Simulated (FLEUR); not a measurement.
# W (Im-3m) in FLEUR: notebook, part 2 of 2

FLEUR MaX-R8.1 (later development tree).

### Step 3. Single point, PBE (cell strained at random at fixed volume)

Input file inp.xml:

```xml
<?xml version="1.0" encoding="UTF-8" standalone="no"?>
<fleurInput fleurInputVersion="0.39">
   <comment>
      W                                                                                                   
   </comment>
   <calculationSetup>
      <cutoffs Kmax="4.17" Gmax="12.9" GmaxXC="12.9" numbands="0"/>
      <scfLoop itmax="60" minDistance="0.00001" maxIterBroyd="15" imix="Anderson" alpha="0.05" precondParam="0.0" spinf="2.0" sdNocoIR="T"/>
      <coreElectrons ctail="T" frcor="F" kcrel="0" coretail_lmax="0"/>
      <xcFunctional name="pbe" relativisticCorrections="F"/>
      <magnetism jspins="1"/>
      <soc l_soc="F" theta="0.0" phi="0.0" spav="F"/>
      <expertModes spex="0" secvar="F"/>
      <geometryOptimization l_f="T" forcealpha="1.0" forcemix="BFGS" epsdisp="0.0005" epsforce="0.0002"/>
      <ldaU l_linMix="F" mixParam="0.05" spinf="1.0"/>
   </calculationSetup>
   <cell>
      <bzIntegration valenceElectrons="28.0" mode="hist" fermiSmearingEnergy="0.00183747">
         <kPointListSelection listName="default-1"/>
         <!-- k-points included here -->
         <xi:include xmlns:xi="http://www.w3.org/2001/XInclude" href="kpts.xml"> </xi:include>
      </bzIntegration>
      <!-- symmetry operations included here -->
      <xi:include xmlns:xi="http://www.w3.org/2001/XInclude" href="sym.xml"> </xi:include>
      <bulkLattice scale="1.0">
         <bravaisMatrix>
            <row-1>   -2.9192508070082046     3.0520513104144693     3.0821905523757147</row-1>
            <row-2>    2.9690356417607915    -2.9200936248597760     3.0000177015736087</row-2>
            <row-3>    2.9209421118897212     2.9217868194674179    -2.9502328668210214</row-3>
         </bravaisMatrix>
      </bulkLattice>
   </cell>
   <atomSpecies>
      <species name="Tungsten (W)" element="W" atomicNumber="74">
         <mtSphere radius="2.35" gridPoints="777" logIncrement="0.017"/>
         <atomicCutoffs lmax="9" lnonsphr="7"/>
         <electronConfig flipSpins="F">
            <coreConfig>(1s1/2) (2s1/2) (2p1/2) (2p3/2) (3s1/2) (3p1/2) (3p3/2) (4s1/2) (3d3/2) (3d5/2) (4p1/2) (4p3/2) (4d3/2) (4d5/2)</coreConfig>
            <valenceConfig>(5s1/2) (5p1/2) (5p3/2) (6s1/2) (4f5/2) (4f7/2) (5d3/2) (5d5/2)</valenceConfig>
            <stateOccupation state="(5d3/2)" spinUp="0.800000" spinDown="0.800000"/>
            <stateOccupation state="(5d5/2)" spinUp="1.200000" spinDown="1.200000"/>
         </electronConfig>
         <energyParameters s="6" p="6" d="5" f="4"/>
         <lo type="SCLO" l="0" n="5" eDeriv="0"/>
         <lo type="SCLO" l="1" n="5" eDeriv="0"/>
         <lo type="SCLO" l="2" n="5" eDeriv="2"/>
         <lo type="SCLO" l="3" n="4" eDeriv="2"/>
      </species>
   </atomSpecies>
   <atomGroups>
      <atomGroup species="Tungsten (W)">
         <relPos label="                   1">.0000000000 .0000000000 .0000000000</relPos>
         <force calculate="T" relaxXYZ="TTT"/>
      </atomGroup>
   </atomGroups>
   <output dos="F" band="F" slice="F">
      <checks vchk="F" cdinf="F"/>
      <bandDOS minEnergy="-.5*Htr" maxEnergy="0.5*Htr" sigma="0.015" storeEVData="T"/>
      <vacuumDOS vacdos="F" integ="F" star="F" nstars="0" locx1="0.0" locy1="0.0" locx2="0.0" locy2="0.0" nstm="0" tworkf="0.0"/>
      <unfoldingBand unfoldBand="F" supercellX="1" supercellY="1" supercellZ="1"/>
      <plotting iplot="0" polar="F">
         <plot TwoD="T" vec1="  1.0  0.0  0.0" vec2="  0.0  1.0  0.0" vec3="  0.0  0.0  1.0" zero="  0.0  0.0  0.0" file="plot"/>
      </plotting>
      <chargeDensitySlicing numkpt="0" minEigenval="0.0" maxEigenval="0.0" nnne="0" pallst="F"/>
      <specialOutput eonly="F"/>
      <moessbauerParams electricFieldGradient="T" isomerShift="T" coreHyperfine="T" valenceHyperfine="T"/>
      <magneticCircularDichroism mcd="F" energyLo="-10.0" energyUp="0.0"/>
   </output>
  <!-- We include the file relax.xml here to enable relaxations (see documentation) -->
  <xi:include xmlns:xi="http://www.w3.org/2001/XInclude" href="relax.xml"> <xi:fallback/> </xi:include>
</fleurInput>
```

Input file crystal.txt:

```
W
&input cartesian=F /
-1.5448010000  1.6150760000  1.6310250000
1.5711460000  -1.5452470000  1.5875410000
1.5456960000  1.5461430000  -1.5611960000
1.8897261246
1.0 1.0 1.0

1
74 0.0109310000  0.0077030000  0.0229730000

&kpt div1=12 div2=12 div3=12 gamma=T /
```

Potentials or basis: all-electron, FLAPW.

Started as:

```console
> inpgen -f crystal.txt -profile fastHighL
> # inp.xml edited to the form shown
> fleur_MPI
```

Output:

```text
Welcome to FLEUR        (www.flapw.de)
      MaX-Release 8.1          (www.max-centre.eu)

 ========== k-point set info ==========
 Selected k-point list: default-1
 k-point list type: mesh
 12 x 12 x 12
 Number of k points: 868

 ------------Calculation Setup---------------------------
 Number of MPI-tasks      :            1
 Number of PE/node        :            1
 Number of OMP-threads    :            1
 Most efficient MPI parallelization for:
           1           2           4           7          14          28          31          62         124         217         434         868
 Additional eigenvalue parallelization possible
 Number of basis functions:          170
 Approximate size of matrices (H+S) per k-point:         0.000 GB
 --------------------------------------------------------
 Iteration:     1   Distance:      14.03631393 me/bohr^3
 Iteration:     2   Distance:      12.82653600 me/bohr^3
 Iteration:     3   Distance:       6.44091574 me/bohr^3
 Iteration:     4   Distance:       1.89414743 me/bohr^3
 Iteration:     5   Distance:       1.50721491 me/bohr^3
 Iteration:     6   Distance:       0.17863734 me/bohr^3
 Iteration:     7   Distance:       0.17571107 me/bohr^3
 Iteration:     8   Distance:       0.01818033 me/bohr^3
 Iteration:     9   Distance:       0.01065227 me/bohr^3
 Iteration:    10   Distance:       0.00237765 me/bohr^3
 Iteration:    11   Distance:       0.00035996 me/bohr^3
 Iteration:    12   Distance:       0.00036414 me/bohr^3
 Iteration:    13   Distance:       0.00001733 me/bohr^3
 Iteration:    14   Distance:       0.00000709 me/bohr^3

 ********************************************************************
 Run finished successfully
 Stop message:
   Structural relaxation: Done
 ********************************************************************
```

out.xml (last iteration):

```text
<iteration numberForCurrentRun="   15" overallNumber="   15">
         <energyParameters units="Htr">
            <atomicEP atomType="1" spin="1" branch="6s" branchLowest="-2.04" branchHighest="2.67" value="0.3743946786"/>
            <atomicEP atomType="1" spin="1" branch="6p" branchLowest="-0.65" branchHighest="3.72" value="0.5067033222"/>
            <atomicEP atomType="1" spin="1" branch="5d" branchLowest="-7.91" branchHighest="1.17" value="0.5369953385"/>
            <atomicEP atomType="1" spin="1" branch="4f" branchLowest="-9.99" branchHighest="-0.38" value="-0.3550941051"/>
            <loAtomicEP atomType="1" spin="1" branch="5s" branchLowest="-20.07" branchHighest="-2.04" value="-2.0717650470"/>
            <loAtomicEP atomType="1" spin="1" branch="5p" branchLowest="-14.70" branchHighest="-0.65" value="-0.7832957718"/>
            <loAtomicEP atomType="1" spin="1" branch="5d" branchLowest="-7.91" branchHighest="1.17" value="0.5331417319"/>
            <loAtomicEP atomType="1" spin="1" branch="4f" branchLowest="-9.99" branchHighest="-0.38" value="-0.3825146839"/>
         </energyParameters>
         <eigenvalues>
            <eigenvaluesAt spin="1" ikpt="1" k_x="0.00000000" k_y="0.00000000" k_z="0.00000000">
                      -2.0765048844       -0.7405758740       -0.7371933562       -0.7346792542       -0.3906168233
                      -0.3905725481       -0.3905502337       -0.3901258732       -0.3897609733       -0.3896550159
                      -0.3869551564        0.2932528470        0.5886080051        0.5940657721        0.6213957599
                       0.7236723197        0.7397970404        1.1624389224        1.1923929484        1.1991426154
                       1.6156023268        1.6457126431
            </eigenvaluesAt>
            <eigenvaluesAt spin="1" ikpt="2" k_x="0.00000000" k_y="0.00000000" k_z="0.08333333">
                      -2.0761632659       -0.7423967083       -0.7382739289       -0.7364363052       -0.3905252599
                      -0.3905195046       -0.3904943789       -0.3901579219       -0.3898056722       -0.3897120444
                      -0.3870718871        0.3057716823        0.5874239107        0.5958453627        0.6229782482
                       0.7229559572        0.7295115309        1.1803602693        1.2136761022        1.2212370600
                       1.5538780475        1.5909824882
            </eigenvaluesAt>
[... 49 lines left out ...]
               <shell n="2" l="1" isomerShift="11091.10309"/>
               <shell n="3" l="0" isomerShift="40865.17219"/>
               <shell n="3" l="1" isomerShift="2785.40742"/>
               <shell n="4" l="0" isomerShift="10106.88529"/>
               <shell n="3" l="2" isomerShift="0.00109"/>
               <shell n="4" l="1" isomerShift="673.47567"/>
               <shell n="4" l="2" isomerShift="0.00027"/>
            </coreIsomerShift>
            <isomerShift atomType="1" nucleusRadius="0.0001343" averageDensity="1518732.82855"/>
            <electricFieldGradient atomType="1" VXX="0.06327" VYY="0.32623" VZZ="-0.38950" asymParam="0.67513">
            </electricFieldGradient>
         </moessbauerParams>
         <totalEnergy                                    value="   -16166.1374231041" units="Htr">
            <sumOfEigenvalues                            value="    -9879.3780988254">
               <coreElectrons value="-9868.3575093616"/>
               <valenceElectrons value="-11.0205894638"/>
            </sumOfEigenvalues>
            <densityCoulombPotentialIntegral value="-27669.9412421496"/>
            <densityEffectivePotentialIntegral value="-28095.7126198734"/>
            <chargeDenXCDenIntegral value="-325.4209983330"/>
            <FockExchangeEnergyValence value="0.0000000000"/>
            <FockExchangeEnergyCore value="0.0000000000"/>
            <atomTypeDependentContributions atomType="1">
               <electronNucleiInteractionDifferentMTs value="20164.8203152990"/>
               <MadelungTerm value="-57.2600094453"/>
            </atomTypeDependentContributions>
            <tkbTimesEntropy value="0.0001540124"/>
            <freeEnergy value="-16166.1375771166"/>
            <extrapolationTo0K value="-16166.1375001103"/>
         </totalEnergy>
         <totalForcesOnRepresentativeAtoms units="Htr/bohr">
            <forceTotal atomType="1" x="0.000000" y="0.000000" z="0.000000" F_x="0.00000000" F_y="0.00000000" F_z="0.00000000"/>
         </totalForcesOnRepresentativeAtoms>
      </iteration>
```

Run time: 6.7 min. Hardware: 1 thread of Arm Neoverse V1, shared host; peak memory 0.1 GiB.

Results:

```
Free energy                                           : -439903.0137 eV
Band gap on the k mesh                                : none (metal or under the smearing width)
Valence electrons inside the program's atomic spheres : W 25.50 (radii W 2.35 bohr)
```

Core levels (eV from the Fermi level):
```csv
atom,levels
1 W,"1s1/2 -69395.6, 2s1/2 -11965.3, 2p1/2 -11440.6, 2p3/2 -10087.7, 3s1/2 -2751.8, 3p1/2 -2518.4, 3p3/2 -2225.9, 4s1/2 -563.8, 3d3/2 -1833.5, 3d5/2 -1769.9, 4p1/2 -467.0, 4p3/2 -399.2, 4d3/2 -240.5, 4d5/2 -228.0"
```
